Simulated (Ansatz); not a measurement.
# SnO (Pmn2_1): relaxation of cell and ions, by script

What cell does SnO (Pmn2_1) relax to? Aim: a relaxation of cell and ions, for SnO (Pmn2_1), run from a script.

Program: Ansatz 0.2.0 through its Python package. Level of theory: DFT PBEsol, plane waves, PAW. These are calculated values, not measurements.

## Step 1: Starting point

It takes space group Pmn2_1 (No. 31, orthorhombic). Conventional cell: a = 3.355 Å, b = 5.674 Å, c = 4.222 Å, α = 90.00°, β = 90.00°, γ = 90.00°. Sn (site symmetry m) has 3 O at 2.15 to 2.16 Å as nearest neighbours. Around O (site symmetry m) lie 3 Sn at 2.15 to 2.16 Å.

No structure file is read: the coordinates are typed or built in the script.

## Step 2: Script

sno_vcrelax.py

```python
'''Relax cell and ions of SnO.'''

from pathlib import Path

import ansatz as az
from ase import Atoms
from ase.io.cube import read_cube_data
from ase.neighborlist import neighbor_list
from ase.units import Bohr
import matplotlib.pyplot as plt
import numpy as np

def edges_and_angles(cell):
    cell = np.asarray(cell)
    a, b, c = np.linalg.norm(cell, axis=1)
    cosines = cell[1] @ cell[2] / (b * c), cell[0] @ cell[2] / (a * c), cell[0] @ cell[1] / (a * b)
    return (a, b, c, *np.degrees(np.arccos(cosines)))


def main() -> None:
    vectors = np.array([
        [3.355005, 0.0, 0.0],
        [0.0, 5.674104, 0.0],
        [0.0, 0.0, 4.22197],
    ])
    xtal = (
        az.Lattice.of(vectors)
        .atom('Sn', (0.0, 0.231909, 0.513144))
        .atom('Sn', (0.5, 0.768091, 0.013144))
        .atom('O', (0.0, 0.89125, 0.736857))
        .atom('O', (0.5, 0.10875, 0.236857))
    )

    # edges free, angles fixed
    calc = (
        xtal.calculation()
        .functional('pbesol')
        .basis(18 * az.Ha)
        .kpoints(5, 3, 4)
        .occupations('fixed')
        .relax(fix_cell=['angles'])
        .density()
        .output_files(volumetric_format='cube')
        .band_table()
    )
    steps = []


    def follow(event):
        if event['event'] != 'relax_step':
            return
        row = event['data']
        steps.append(row)
        print(f'step {row["step"]:3d}  E = {row["lagrangian_ev"]:.5f} eV  largest force component = {row["allowed_force_max_ev_ang"]:.4f} eV/A  P = {row["pressure_gpa"]:.3f} GPa')


    outcome = calc.session().plan(threads=1).execute(on_event=follow)
    rep = outcome.report

    first, last = steps[0], steps[-1]
    symbols = [site.symbol for site in outcome.lattice.sites]
    print(f'energy gained {first["lagrangian_ev"] - last["lagrangian_ev"]:.4f} eV in {len(steps) - 1} steps')
    for label, vectors in (('before', first['cell_ang']), ('after', outcome.lattice.cell_ang)):
        print(label, 'a b c (A) {:.4f} {:.4f} {:.4f}  angles {:.2f} {:.2f} {:.2f}'.format(*edges_and_angles(vectors)), f' V = {abs(np.linalg.det(vectors)):.3f} A^3')
    print('final stress xx yy zz (GPa, compression positive):', np.round(np.diag(rep['stress_gpa']), 3) + 0.0)

    final = Atoms(symbols, positions=last['positions_ang'], cell=outcome.lattice.cell_ang, pbc=True)
    i, j, d = neighbor_list('ijd', final, 4.5)
    print('neighbours within 1.1 times the shortest distance of each atom (A)')
    for atom in range(len(final)):
        near = [m for m in np.argsort(d) if i[m] == atom]
        shell = [m for m in near if d[m] < 1.1 * d[near[0]]]
        print(f'{symbols[atom]}{atom} ({len(shell)}):', ', '.join(f'{symbols[j[m]]} {d[m]:.3f}' for m in shell))

    fig, (top, bottom) = plt.subplots(2, 1, sharex=True, figsize=(4.5, 4))
    top.plot([s['lagrangian_ev'] - last['lagrangian_ev'] for s in steps], 'o-')
    top.set_ylabel('E - E(final) (eV)')
    bottom.semilogy([max(s['allowed_force_max_ev_ang'], 1e-6) for s in steps], 's-')
    bottom.set(xlabel='step', ylabel='largest force (eV/A)')
    fig.tight_layout()
    fig.savefig('relax.png', dpi=100)

    for key in ('converged', 'n_iterations', 'n_electrons', 'n_kpoints', 'n_pw', 'n_symmetry_ops', 'free_energy_ev', 'fermi_energy_ev'):
        print(f'{key:18s} {rep[key]}')

    # cube files hold the density in electrons per cubic bohr
    folder = Path(outcome.write_results('cubes'))
    print('\n'.join((folder / 'rho.cube').read_text().splitlines()[: 6 + 4]))
    values, cube_atoms = read_cube_data(str(folder / 'rho.cube'))
    print('electrons from the file:', round(values.mean() * cube_atoms.get_volume() / Bohr ** 3, 3))

    gap = None if 'band_edges_ev' not in rep else rep['band_edges_ev'][1] - rep['band_edges_ev'][0]
    print('gap on the k mesh:', 'withheld (metal, or smearing too wide to tell)' if gap is None else f'{gap:.3f} eV')
    print('lowest empty less highest filled band, by band count:', round(rep['gap_by_band_count_ev'], 3), 'eV')


if __name__ == '__main__':
    main()
```

## Step 3: The run

Command:

```sh
$ python sno_vcrelax.py
```

Output:

```text
step   1  E = -13021.01584 eV  largest force component = 0.4112 eV/A  P = -3.041 GPa
step   2  E = -13021.05069 eV  largest force component = 0.0178 eV/A  P = -0.113 GPa
step   3  E = -13021.05227 eV  largest force component = 0.0207 eV/A  P = 0.053 GPa
step   4  E = -13021.05357 eV  largest force component = 0.0588 eV/A  P = 0.303 GPa
step   5  E = -13021.05537 eV  largest force component = 0.0490 eV/A  P = 0.242 GPa
step   6  E = -13021.05661 eV  largest force component = 0.1137 eV/A  P = 0.334 GPa
step   7  E = -13021.05816 eV  largest force component = 0.0219 eV/A  P = -0.082 GPa
step   8  E = -13021.05866 eV  largest force component = 0.0212 eV/A  P = 0.052 GPa
step   9  E = -13021.05829 eV  largest force component = 0.0645 eV/A  P = -0.227 GPa
step  10  E = -13021.05875 eV  largest force component = 0.0007 eV/A  P = 0.005 GPa
step  11  E = -13021.05831 eV  largest force component = 0.0008 eV/A  P = -0.001 GPa
energy gained 0.0425 eV in 10 steps
before a b c (A) 3.3550 5.6741 4.2220  angles 90.00 90.00 90.00  V = 80.372 A^3
after a b c (A) 3.3274 5.7332 3.8461  angles 90.00 90.00 90.00  V = 73.371 A^3
final stress xx yy zz (GPa, compression positive): [-0.001  0.006 -0.01 ]
neighbours within 1.1 times the shortest distance of each atom (A)
Sn0 (3): O 2.133, O 2.147, O 2.147
Sn1 (3): O 2.133, O 2.147, O 2.147
O2 (3): Sn 2.133, Sn 2.147, Sn 2.147
O3 (3): Sn 2.133, Sn 2.147, Sn 2.147
converged          True
n_iterations       5
n_electrons        40.0
n_kpoints          18
n_pw               1761
n_symmetry_ops     4
free_energy_ev     -13021.058311442763
fermi_energy_ev    8.374414317583176
ansatz rho
values in e/bohr^3 (x slowest, z fastest)
    4    0.000000    0.000000    0.000000
   25    0.251517    0.000000    0.000000
   45    0.000000    0.240760    0.000000
   30    0.000000    0.000000    0.242268
   50   50.000000    0.000000    2.527652    3.835886
   50   50.000000    3.143968    8.306530    0.201871
    8    8.000000   -0.000000    9.587678    5.249158
    8    8.000000    3.143968    1.246504    1.615144
electrons from the file: 40.0
gap on the k mesh: 1.498 eV
lowest empty less highest filled band, by band count: 1.498 eV
```

Run time: 55 s. Hardware: 1 thread of Arm Neoverse V1, shared host; peak memory 0.49 GiB.

Lines on the test bed's own set-up are left out of the output.

## Step 4: What the engine kept of the run

The report of the run holds:

| item | value |
| --- | --- |
| SCF cycles in all | 67 |
| k-points solved | 18 |
| plane waves | 1761 |
| bands | 24 |
| valence electrons | 40 |
| free energy (eV) | -13021.05831 |
| Fermi level (eV) | 8.374 |
| lowest empty less highest filled level on the mesh, by band count (eV) | 1.498 |
| pressure (GPa; positive when compressed) | 0.00 |

## Step 5: Path of the relaxation

Step by step:

```
step  energy from step 1 (eV/cell)  largest force component (eV/Å)  pressure (GPa)  volume (Å³)
   1                        0.0000                          0.4112           -3.04        80.37
   2                       -0.0349                          0.0178           -0.11        76.67
   3                       -0.0364                          0.0207            0.05        75.84
   4                       -0.0377                          0.0588            0.30        75.07
   5                       -0.0395                          0.0490            0.24        74.88
   6                       -0.0408                          0.1137            0.33        72.52
   7                       -0.0423                          0.0219           -0.08        73.99
   8                       -0.0428                          0.0212            0.05        73.44
   9                       -0.0424                          0.0645           -0.23        72.98
  10                       -0.0429                          0.0007            0.00        73.37
  11                       -0.0425                          0.0008            0.00        73.37
```

Step 1 is the start. Step 11 repeats the geometry before it on a plane-wave basis chosen anew for that cell, so its energy need not be comparable with the rows above. Step 9 was tried and not accepted.

|  | before | after | change |
| --- | --- | --- | --- |
| a (Å) | 3.355 | 3.327 | -0.8 % |
| b (Å) | 5.674 | 5.733 | +1.0 % |
| c (Å) | 4.222 | 3.846 | -8.9 % |
| volume (Å³/atom) | 20.09 | 18.34 | -8.7 % |
| shortest distance (Å) | 2.151 | 2.133 | -0.9 % |
| space group (0.01 Å) | Pmn2_1 | Pmn2_1 | same |

Forces and stress were held to the start's 4 operations: a distortion of lower symmetry was not tested.

## Step 6: Results

| quantity | value |
| --- | --- |
| free energy | -13021.0583 eV (-3255.2646 eV/atom) |
| moves of the relaxation | 8 |
| energy gained (ahead of the last change of basis) | 10.7 meV/atom |
| last largest force component | 0.0008 eV/Å |
| relaxed conventional cell | a = 3.327 Å, b = 5.733 Å, c = 3.846 Å, α = 90.00°, β = 90.00°, γ = 90.00° |
| space group at the end | Pmn2_1 |

What this shows: The volume shrank by 8.7 % over 8 moves, and the space group stayed Pmn2_1. Caveats:
- Along an axis with an odd division the mesh misses the point at one half; a gap read on a finite mesh is an upper bound on this functional's gap.
- Under fixed occupations the level called the Fermi level is the highest filled one on the SCF mesh; off the mesh a filled band can lie a little above it.
- Only differences from the Fermi energy are physical; the zero of the scale is a convention.
- Energies along a relaxation are free energies. Rows at an unchanged volume are solved on a plane-wave basis chosen afresh for that cell, so the energy jumps there and such rows are no steps of the walk.
- The structure is layered, and without a dispersion term the spacing of the layers is poorly determined.
- The fields are valence quantities on the plane-wave grid; their values near the nuclei depend on the potentials.
- This cell is a computed structure, which may not be the phase found in nature.
